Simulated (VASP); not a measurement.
# HSe (P1) in VASP: further runs

Runs on HSe. Level: PBE. Tasks: single point, molecular dynamics.

All numbers are computed with VASP 6.6.1; they aren't measurements. Logs are shortened: lines on timing, memory, paths and dates and some standing lists are left out, and cuts for length are marked.

## Step 1: The structure

The typed cell holds 4 atoms: a = 3.895 Å, b = 3.895 Å, c = 6.469 Å, α = 90.00°, β = 90.00°, γ = 60.00°.

The cell was built by a generator and needn't be a form met in nature.

## Step 2: Single point, PBE

Contents of INCAR:

```
PREC = Accurate ; ENCUT = 520
EDIFF = 1E-7 ; ISMEAR = -1
SIGMA = 0.05 ; LREAL = F
LASPH = T ; NELM = 60
ALGO = Normal ; ISIF = 2
LWAVE = F ; LCHARG = T
GGA = PE ; LELF = T
LVHAR = T ; NBANDS = 15
```

Contents of KPOINTS:

```
regular mesh
0
Gamma
  4 4 3
```

Contents of POSCAR:

```
HSe
1.0
    1.9475100000      3.3731830000      0.0000000000
   -1.9475100000      3.3731830000      0.0000000000
    0.0000000000      0.0000000000      6.4692030000
Se H
2 2
Direct
    0.3308937481      0.3345717780      0.2492273005
    0.6689754979      0.6659449615      0.7512661142
   -0.0362546889      0.0097799913     -0.0226865659
    0.0386763008     -0.0424323970      0.4840228387
```

Potentials or basis: VASP PAW PBE potentials, release 64 (Se, H).

Launch:

```console
$ cat potpaw_PBE.64/Se/POTCAR potpaw_PBE.64/H/POTCAR > POTCAR
$ mpirun -np 1 vasp_std > vasp.out
```

OUTCAR:

```text
PREC = Accurate
   ENCUT = 520
   EDIFF = 1E-7
   ISMEAR = -1
   LREAL = F
   LASPH = T
   NELM = 60
   ISIF = 2
   GGA = PE

 ion  position               nearest neighbor table
   1  0.331  0.335  0.249-
   2  0.669  0.666  0.751-
   3  0.964  0.010  0.977-
   4  0.039  0.958  0.484-

  LATTYP: Found a hexagonal cell.
 ALAT       =     3.8950171696
 C/A-ratio  =     1.6608920367

  Lattice vectors:

 A1 = (   1.9475100000,  -3.3731830000,   0.0000000000)
 A2 = (   1.9475100000,   3.3731830000,   0.0000000000)
 A3 = (   0.0000000000,   0.0000000000,   6.4692030000)

Analysis of symmetry for initial positions (statically):
=====================================================================
 Subroutine PRICEL returns:
 Original cell was already a primitive cell.

 Routine SETGRP: Setting up the symmetry group for a
 hexagonal supercell.

 Subroutine GETGRP returns: Found  1 space group operations
 (whereof  1 operations were pure point group operations)
 out of a pool of 24 trial point group operations.

The static configuration has the point symmetry C_1 .

Analysis of symmetry for dynamics (positions and initial velocities):
=====================================================================
 Subroutine PRICEL returns:
 Original cell was already a primitive cell.

 Routine SETGRP: Setting up the symmetry group for a
 hexagonal supercell.

 Subroutine GETGRP returns: Found  1 space group operations
 (whereof  1 operations were pure point group operations)
 out of a pool of 24 trial point group operations.

The dynamic configuration has the point symmetry C_1 .

 Subroutine INISYM returns: Found  1 space group operations
 (whereof  1 operations are pure point group operations),
 and found     1 'primitive' translations

----------------------------------------------------------------------------------------

                                     Primitive cell

  volume of cell :      84.9964

  direct lattice vectors                    reciprocal lattice vectors
     1.947510000  3.373183000  0.000000000     0.256738091  0.148227950  0.000000000
    -1.947510000  3.373183000  0.000000000    -0.256738091  0.148227950  0.000000000
     0.000000000  0.000000000  6.469203000     0.000000000  0.000000000  0.154578547

  length of vectors
     3.895017170  3.895017170  6.469203000     0.296455684  0.296455684  0.154578547

  position of ions in fractional coordinates (direct lattice)
     0.330893748  0.334571778  0.249227301
     0.668975498  0.665944962  0.751266114
[... 95 lines left out ...]
   EFERMI =   0.00;   METHOD = LEGACY
   ISMEAR =    -1;   SIGMA  =   0.05  broadening in eV -4-tet -1-fermi 0-gaus
   EFERMI_NEDOS =   21; number of points for ismear=-14 and -15
   IALGO  =     38    algorithm
   IMIX   =      4    mixing-type and parameters
     AMIX     =   0.40;   BMIX     =  1.00
     AMIX_MAG =   1.60;   BMIX_MAG =  1.00
  volume/ion in A,a.u.               =      21.25       143.40
  Fermi-wavevector in a.u.,A,eV,Ry     =   0.897396  1.695832 10.957034  0.805319
  Thomas-Fermi vector in A             =   2.019975
   LORBIT       =      0    0 simple, 1 ext, 2 COOP (PROOUT), +10 PAW based schemes
   GGA     = PE    functional components
   LHFCALC =     F    Hartree Fock is set to
   AEXX    =    0.0000 exact exchange contribution
   IVDW    =     0    specifies the selected vdW correction
   LEPSILON=     F    determine dielectric tensor
   LRPA    =     F    only Hartree local field effects (RPA)
 non-spin polarized calculation
  energy-cutoff  :      520.00
  volume of cell :       85.00
 maximum number of plane-waves:      2298
 NGX is ok and might be reduce to    30
   NGX = 15   NGY = 15   NGZ = 25

 number of electron      13.9999998 magnetization

 Free energy of the ion-electron system (eV)
  ---------------------------------------------------
  ext. energy  EPLUGINS =         0.00000000
  ---------------------------------------------------
  free energy    TOTEN  =        -7.50469082 eV

  energy without entropy =       -7.46047918  energy(sigma->0) =       -7.48258500

 E-fermi :  -0.2705     XC(G=0):  -8.1629

 val. band max:       -0.3308073788   @ k =   0.0000   0.5000   0.3333
 cond. band min:      -0.2609350937   @ k =   0.5000  -0.2500   0.3333
 fundamental gap:      0.0698722851
 Fermi energy:        -0.2704699759

 k-point     1 :       0.0000    0.0000    0.0000
  band No.  band energies     occupation
      1     -12.6810      2.00000
      2     -11.9560      2.00000
      3      -4.3953      2.00000
      4      -1.0575      2.00000
      5      -0.0572      0.02773
      6      -0.0416      0.02034
      7       0.2246      0.00010
      8       0.2529      0.00006
      9       0.2697      0.00004
     10       2.3050      0.00000
     11       6.1087      0.00000
     12       9.0091      0.00000
     13       9.2785      0.00000
     14       9.3502      0.00000
[... 401 lines left out ...]
      2     -11.7619      2.00000
      3      -3.7880      2.00000
      4      -3.1986      2.00000
      5      -1.7643      2.00000
      6      -1.6591      2.00000
      7      -0.9613      2.00000
      8      -0.2609      0.90494
      9       0.7199      0.00000
     10       1.6424      0.00000
     11       7.2078      0.00000
     12       8.0358      0.00000
     13       9.3474      0.00000
     14       9.6282      0.00000
     15       9.7522      0.00000

 [... further k-points ...]

------------------------ aborting loop because EDIFF is reached ----------------------------------------

  FORCE on cell =-STRESS in cart. coord.  units (eV):
  Direction    XX          YY          ZZ          XY          YZ          ZX
  --------------------------------------------------------------------------------------
  -------------------------------------------------------------------------------------
  Total       -6.2056719     -6.4796483     -5.1688773      0.3322460     -0.2729720      0.1494443
  in kB     -116.9766062   -122.1410483    -97.4330803      6.2628202     -5.1455087      2.8170170
  external PRESSURE =    -112.1835782 kB  Pullay stress =       0.0000000 kB

 VOLUME and BASIS-vectors are now :
 -----------------------------------------------------------------------------
  energy-cutoff  :      520.00
  volume of cell :       85.00
      direct lattice vectors                 reciprocal lattice vectors
     1.947510000  3.373183000  0.000000000     0.256738091  0.148227950  0.000000000
    -1.947510000  3.373183000  0.000000000    -0.256738091  0.148227950  0.000000000
     0.000000000  0.000000000  6.469203000     0.000000000  0.000000000  0.154578547

 POSITION                                       TOTAL-FORCE (eV/Angst)
 -----------------------------------------------------------------------------------
     -0.00716      2.24474      1.61230        -0.237508      0.181216      0.490420
      0.00590      4.50293      4.86009        -0.028693      0.227672      0.503561
      1.85786      3.28388      6.32244        -0.241233     -0.315809     -0.534922
     -1.78955      3.36051      3.13124         0.507434     -0.093080     -0.459059
 -----------------------------------------------------------------------------------
    total drift:                               -0.000027      0.000034     -0.000013

  FREE ENERGIE OF THE ION-ELECTRON SYSTEM (eV)
  ---------------------------------------------------
  free  energy   TOTEN  =        -7.5046908199 eV

  energy  without entropy=       -7.4604791814  energy(sigma->0) =       -7.48258500
```

OSZICAR:

```text
N       E                     dE             d eps       ncg     rms          rms(c)
DAV:   1     0.459867466580E+02    0.45987E+02   -0.49390E+03   780   0.726E+02
DAV:   2    -0.406729677087E+01   -0.50054E+02   -0.47217E+02  1005   0.117E+02
DAV:   3    -0.749033136409E+01   -0.34230E+01   -0.33713E+01   997   0.320E+01
DAV:   4    -0.751453532831E+01   -0.24204E-01   -0.24201E-01   955   0.327E+00
DAV:   5    -0.751467958809E+01   -0.14426E-03   -0.14426E-03   983   0.261E-01    0.167E+00
DAV:   6    -0.750494023277E+01    0.97394E-02   -0.17062E-02   878   0.622E-01    0.955E-01
DAV:   7    -0.751405342217E+01   -0.91132E-02   -0.10839E-01  1032   0.810E-01    0.736E-01
DAV:   8    -0.750425693338E+01    0.97965E-02   -0.92872E-02  1277   0.593E-01    0.142E-01
DAV:   9    -0.750455676400E+01   -0.29983E-03   -0.20476E-03   850   0.237E-01    0.823E-02
DAV:  10    -0.750468899411E+01   -0.13223E-03   -0.26633E-04   920   0.855E-02    0.182E-02
DAV:  11    -0.750468963752E+01   -0.64341E-06   -0.40679E-05  1039   0.200E-02    0.653E-03
DAV:  12    -0.750469060500E+01   -0.96748E-06   -0.27228E-06   934   0.867E-03    0.157E-03
DAV:  13    -0.750469076257E+01   -0.15757E-06   -0.21146E-07   899   0.259E-03    0.681E-04
DAV:  14    -0.750469081986E+01   -0.57294E-07   -0.82656E-09   404   0.570E-04
   1 F= -.75046908E+01 E0= -.74825850E+01  d E =-.442116E-01
```

stdout:

```text
POSCAR found type information on POSCAR SeH
 POSCAR found :  2 types and       4 ions
 scaLAPACK will be used
 LDA part: xc-table for (Slater+PW92), standard interpolation
 POSCAR, INCAR and KPOINTS ok, starting setup
 FFT: planning ... GRIDC
 FFT: planning ... GRID_SOFT
 FFT: planning ... GRID
 WAVECAR not read
 entering main loop
```

Wall time 41 s (1 thread of AMD EPYC 7R43 (Zen 3), shared host); peak memory 0.15 GiB.

What came out:

* Free energy: -7.5047 eV
* Pressure: -11.2 GPa
* Largest force: 0.691 eV/Å
* Band gap on the k mesh: none (metal or under the smearing width)

Forces in eV/Å, atoms in the order of the input:
```
Se  -0.238  0.181  0.490
Se  -0.029  0.228  0.504
H   -0.241 -0.316 -0.535
H    0.507 -0.093 -0.459
```

Stress tensor (GPa, compression positive):
```
-11.70   0.63   0.28
  0.63 -12.21  -0.51
  0.28  -0.51  -9.74
```

Caveat: the k mesh is coarse (spacing up to 0.47 Å⁻¹), so the values aren't converged.

## Step 3: Single point, PBE

Contents of INCAR:

```
PREC = Accurate
ENCUT = 520
EDIFF = 1E-6
ISMEAR = -1
SIGMA = 0.05
LREAL = F
LASPH = T
NELM = 100
ALGO = Normal
ISIF = 2
LWAVE = F
LCHARG = F
GGA = PE
NBANDS = 15
```

Contents of KPOINTS:

```
Automatic mesh
0
Gamma
  4 4 3
```

Contents of POSCAR:

```
HSe
1.0
    1.9475100000      3.3731830000      0.0000000000
   -1.9475100000      3.3731830000      0.0000000000
    0.0000000000      0.0000000000      6.4692030000
Se H
2 2
Direct
    0.3284285576      0.3358873126      0.2485684867
    0.6713983132      0.6652484089      0.7526477373
   -0.0851527768      0.0210186934     -0.0549588566
    0.0908932609     -0.1021742972      0.4596742443
```

Potentials or basis: VASP PAW PBE potentials, release 64 (Se, H).

Launch:

```console
$ cat potpaw_PBE.64/Se/POTCAR potpaw_PBE.64/H/POTCAR > POTCAR
$ mpirun -np 1 vasp_std > vasp.out
```

Run time: 38 s. Hardware: 1 thread of AMD EPYC 7R43 (Zen 3), shared host; peak memory 0.16 GiB.

It converged, with:

```
Free energy            : -8.0889 eV
Pressure               : -11.3 GPa
Largest force          : 1.541 eV/Å
Band gap on the k mesh : none (metal or under the smearing width)
```

Forces on the atoms (eV/Å):
```
Se  -0.801  0.520  1.038
Se   0.082  0.621  0.984
H   -0.385 -0.737 -1.025
H    1.104 -0.405 -0.996
```

Stress tensor (GPa, compression positive):
```
-10.92   2.66   1.41
  2.66 -12.96  -2.31
  1.41  -2.31  -9.90
```

Levels at points of the mesh, in eV from the Fermi level:
```
           k point  band 3  band 4  band 5  band 6  band 7  band 8  band 9  band 10  band 11  band 12
(0.00, 0.00, 0.00)   -4.07   -0.81    0.15    0.28    0.49    0.56    0.73     2.69     6.63     8.96
(0.50, 0.00, 0.00)   -3.81   -2.19   -1.60   -1.46   -0.67    0.11    1.10     1.78     6.79     8.45
(0.50, 0.50, 0.00)   -4.05   -2.74   -1.50   -1.25   -0.46    0.16    1.27     1.99     6.87     7.82
(0.00, 0.50, 0.00)   -4.07   -2.81   -1.50   -1.08   -0.49    0.18    1.18     1.98     6.89     7.96
```

Caveat: the k mesh is coarse (spacing up to 0.47 Å⁻¹), so the values aren't converged; forces of over 1 eV/Å show positions far from the minimum, so gaps and moduli don't describe the material at rest.

[end of part 1 of 2]
